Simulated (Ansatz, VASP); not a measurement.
# ZnO in VASP and in Ansatz

POSCAR

```
ZnO
1.0
    3.3395188407      0.0000000000      0.0000000000
   -1.6697594204      2.8921081525      0.0000000000
    0.0000000000      0.0000000000      5.3787444708
Zn O
2 2
Direct
    0.3333333333      0.6666666667     -0.0023477535
    0.6666666667      0.3333333333      0.4976522465
    0.3333333333      0.6666666667      0.3773477535
    0.6666666667      0.3333333333      0.8773477535
```

Contents of INCAR.step1:

```
SYSTEM = ZnO
PREC = Accurate
ENCUT = 520
ISMEAR = 0
SIGMA = 0.01
LREAL = .False.
LASPH = .True.
NELM = 100
NBANDS = 26
GGA = PE
ALGO = Normal
EDIFF = 1E-4
LWAVE = .True.
LCHARG = .False.
```

INCAR.step2

```
SYSTEM = ZnO
PREC = Accurate
ENCUT = 520
EDIFF = 1E-6
ISMEAR = 0
SIGMA = 0.01
LREAL = .False.
LASPH = .True.
NELM = 100
ALGO = Normal
ISIF = 2
LWAVE = .False.
LCHARG = .False.
METAGGA = R2SCAN
LMIXTAU = .True.
NBANDS = 26
ISTART = 1
```

Contents of KPOINTS:

```
regular mesh
0
Gamma
  12 12 6
  0 0 0
```

Input for Ansatz:

```yaml
crystal:
  lattice:
    - [3.3395188407, 0.0, 0.0]
    - [-1.6697594204, 2.8921081525, 0.0]
    - [0.0, 0.0, 5.3787444708]
  atoms:
    - { symbol: Zn, position: [0.3333333333, 0.6666666667, -0.0023477535] }
    - { symbol: Zn, position: [0.6666666667, 0.3333333333, 0.4976522465] }
    - { symbol: O, position: [0.3333333333, 0.6666666667, 0.3773477535] }
    - { symbol: O, position: [0.6666666667, 0.3333333333, 0.8773477535] }
kpoints:
  mp_grid: { grid: [12, 12, 6] }
  band_path:
    path:
      - [0.0, 0.0, 0.0]
      - [0.5, 0.0, 0.0]
      - [0.3333333333, 0.3333333333, 0.0]
      - [0.0, 0.0, 0.5]
      - [0.5, 0.0, 0.5]
      - [0.3333333333, 0.3333333333, 0.5]
    npoints: 1
hamiltonian:
  xc: r2scan
scf:
  occupations: { method: fixed }
  n_extra_bands: 5
output:
  forces: true
  stress: true
  eigenvalues: true
```

Change from the starting cell: hydrostatic strain +3.2%.

Alike in both runs: task single point; functional r2SCAN; k mesh 12 × 12 × 6; no spin polarisation.

```csv
,VASP,Ansatz
version,VASP 6.6.1,Ansatz 0.2.0
potentials or method,"VASP PAW PBE potentials, release 64 (Zn, O)","plane waves, PAW"
plane-wave cutoff (eV),520,500
occupations,"gaussian, width 0.01 eV",fixed
valence electrons in the cell,36,36
```

Ansatz gave:

| Item | Value |
| --- | --- |
| gap on the k mesh at the Fermi level (eV) | 1.09 |
| pressure (GPa) | -11.6 |
| largest component of the traceless stress (GPa) | 0.11 |

Q: Estimate VASP's values.

A: gap on the k mesh at the Fermi level (eV): 1.08; pressure (GPa): -10.9; largest component of the traceless stress (GPa): 0.10.

Caveats: the PAW data sets were made with another functional, which shifts forces and pressure a little (VASP).
